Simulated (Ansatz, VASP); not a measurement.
**One calculation of SnSe, two programs**

The input INCAR:

```
SYSTEM = SnSe
PREC = Accurate
ENCUT = 520
EDIFF = 1E-7
ISMEAR = -1
SIGMA = 0.05
LREAL = .False.
LASPH = .True.
NELM = 80
ALGO = Normal
ISIF = 2
LWAVE = .False.
LCHARG = .True.
GGA = PE
IVDW = 13
LELF = .True.
LVHAR = .True.
NBANDS = 17
```

KPOINTS

```
Automatic mesh
0
Gamma
  8 8 8
  0 0 0
```

The input POSCAR:

```
SnSe
1.0
    0.0000000000      2.9693193375      2.9693193375
    2.9693193375      0.0000000000      2.9693193375
    2.9693193375      2.9693193375      0.0000000000
Sn Se
1 1
Direct
    0.0000000000      0.0000000000      0.0000000000
    0.5000000000      0.5000000000      0.5000000000
```

File input.yaml:

```yaml
crystal:
  lattice:
    - [0.0, 2.9693193375, 2.9693193375]
    - [2.9693193375, 0.0, 2.9693193375]
    - [2.9693193375, 2.9693193375, 0.0]
  atoms:
    - { symbol: Sn, position: [0.0, 0.0, 0.0] }
    - { symbol: Se, position: [0.5, 0.5, 0.5] }
hamiltonian:
  xc: pbe
  pseudopotentials: { kind: paw }
  dispersion: d4
kpoints:
  mp_grid: { grid: [8, 8, 8] }
scf:
  occupations: { method: fermi_dirac, width: 0.05 }
output:
  forces: true
  stress: true
  eigenvalues: true
```

Measurements of this composition are mostly on another form, of space group No. 62.

Alike in both runs: task single point; functional PBE; dispersion D4; k mesh 8 × 8 × 8; occupations fermi-dirac, width 0.05 eV; no spin polarisation.

```csv
,VASP,Ansatz
version,VASP 6.6.1,Ansatz 0.2.0
potentials or method,"VASP PAW PBE potentials, release 64 (Sn_d, Se)",Ansatz PAW
plane-wave cutoff (eV),520,420
valence electrons in the cell,20,30
```

Ansatz gave:

```
gap on the k mesh at the Fermi level (eV) : 0.73
least direct gap on the mesh (eV)         : 0.77
pressure (GPa)                            : 0.9
dispersion energy (meV/atom)              : -403.6
```

Estimate VASP's values.

gap on the k mesh at the Fermi level (eV): 0.73; least direct gap on the mesh (eV): 0.77; pressure (GPa): 0.9; dispersion energy (meV/atom): -403.5.

The two sets of potentials don't hold the same shells in valence.

Caveats: spin-orbit coupling is left out, which moves the levels of the heavy elements. A k mesh can miss the band edges.
